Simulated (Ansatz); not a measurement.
# SiO2, one cell by several methods

```
Si O
1.0
    -2.38977    2.38977    3.76880
     2.38977   -2.38977    3.76880
     2.38977    2.38977   -3.76880
Si O
2 4
Cartesian
  0.0000 0.0000 0.0000
  0.0000 2.3898 1.8844
  1.1949 2.9795 2.8266
  0.5897 1.1949 0.9422
  -1.1949 1.8001 2.8266
  -0.5897 3.5847 0.9422
```

Atoms are numbered in the order listed.

The cell is COD entry 9006285, as deposited and not checked against the literature; nothing was relaxed. The listed cell was then made from it by scaling, straining or moving an atom.

Methods: DFT, PBEsol, PAW with Ansatz's default frozen-core files, scalar-relativistic (Ansatz 0.2.0); DFT, PBEsol, all-electron LAPW, scalar-relativistic (Ansatz 0.2.0).

For PAW: a Γ-centred 7×7×7 k mesh, Fermi–Dirac smearing of 0.03 eV, cutoff 420 eV, no spin polarisation; the PAW files were made with PBE, and the program remakes their frozen cores for this functional. LAPW targets a basis error of 1 meV/atom. The Ansatz runs share mesh, smearing and spin set-up. Plane-wave (PAW) pressures include the program's estimate of the Pulay term.

Stress and pressure are positive in compression.

The change that made this cell: volume scaled by 1.02.

PAW results:

```json
{"quantity": "pressure (GPa)", "PAW": "-2.16"}
{"quantity": "stress xx (GPa)", "PAW": "-1.45"}
{"quantity": "stress zz (GPa)", "PAW": "-3.59"}
{"quantity": "force on O3, y (eV/Å)", "PAW": "-0.253"}
{"quantity": "band gap (eV)", "PAW": "5.842"}
```

Question: What does LAPW (all electrons) give for the same quantities?

Answer: 
```
             quantity    LAPW
       pressure (GPa)   -2.23
      stress xx (GPa)   -1.51
      stress zz (GPa)   -3.66
force on O3, y (eV/Å)  -0.258
        band gap (eV)   5.851
```
